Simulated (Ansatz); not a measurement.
The calculation used DFT PBE, scalar-relativistic, plane waves, PAW (Ansatz). Settings: cutoff 420 eV, Γ-centred meshes spaced at most about 0.3 Å⁻¹, and about 0.25 Å⁻¹ or finer for metals (2π included), Gaussian smearing. No spin polarisation.

All energies are static (0 K, no zero-point motion).

Two relaxed structures of In7O:

A.

Space group F-43m (No. 216). a = 9.647 Å, b = 9.647 Å, c = 9.647 Å, α = 90.00°, β = 90.00°, γ = 90.00°
| atom | site | symmetry | x | y | z |
| --- | --- | --- | --- | --- | --- |
| In | 24f | 2.mm | 0.7452 | 0.0000 | 0.0000 |
| In | 4d | -43m | 0.2500 | 0.2500 | 0.7500 |
| O | 4a | -43m | 0.0000 | 0.0000 | 0.0000 |

B.

Space group R-3:H (No. 148). a = 9.035 Å, b = 9.035 Å, c = 8.449 Å, α = 90.00°, β = 90.00°, γ = 120.00°
| atom | site | symmetry | x | y | z |
| --- | --- | --- | --- | --- | --- |
| In | 18f | 1 | 0.4319 | 0.2986 | 0.5102 |
| In | 3b | -3. | 0.0000 | 0.0000 | 0.5000 |
| O | 3a | -3. | 0.0000 | 0.0000 | 0.0000 |

Problem. Which form is favoured at zero pressure, and by what margin per atom?

Solution. B is lower, by 73 meV/atom. A has space group F-43m (No. 216), 28.1 Å³/atom and no gap on its mesh; B has space group R-3 (No. 148), 24.9 Å³/atom and no gap. Counting In atoms around O (those within 1.25 times the shortest such distance or 1.15 times the sum of covalent radii, 1.27 where that leaves under three; the shortest distance is added where it exceeds 1.18 times the sum of covalent radii), A and B both have O 6 from 2.5 Å. The denser one is the lower, and pressure would at first widen the difference. Both come from invented guesses. The lowest form computed isn't among them: it has space group P-3m1 (No. 164), 24.6 Å³/atom and lies 54 meV/atom below the best shown.

Cells relaxed within their symmetry can be saddle points. Some types were kept out of the candidates beforehand, so the set may lack a known form.
